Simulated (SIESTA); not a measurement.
The system is Si.

```
Si
1.0
    -3.32544    3.32544    1.92239
     3.32544   -3.32544    1.92239
     3.32544    3.32544   -1.92239
Si
4
Direct
  0.82120 0.17880 0.00000
  0.17880 0.82120 0.00000
  0.82120 0.82120 0.64240
  0.17880 0.17880 0.35760
```

This isn't the form of Si at room conditions, which is diamond.

Base run:

```yaml
Program: SIESTA 5.4.2
Functional: PBEsol
Potentials_or_basis: PseudoDojo 0.4 standard (PBEsol files)
Basis: DZP (energy shift 0.003 Ry)
Grid_cutoff: 500 Ry
Energy_shift: 0.003 Ry
k_mesh: 8 × 8 × 8
Occupations: fermi-dirac, width 0.05 eV
Spin: no spin polarisation
```

Its results: band gap on the k mesh 0.16 eV, indirect (least direct gap 0.31 eV); pressure 0.8 GPa; largest force 0.013 eV/Å.

Q: The run is repeated on the same cell with these changes: functional from PBEsol to LDA; potentials or basis from PseudoDojo 0.4 standard (PBEsol files) to PseudoDojo 0.4 standard (LDA files). What comes out?

A: Band gap on the k mesh 0.15 eV, indirect (least direct gap 0.31 eV); pressure -1.0 GPa; largest force 0.023 eV/Å.

Caveats: the basis of atomic orbitals isn't converged, which shifts pressures, moduli and gaps.
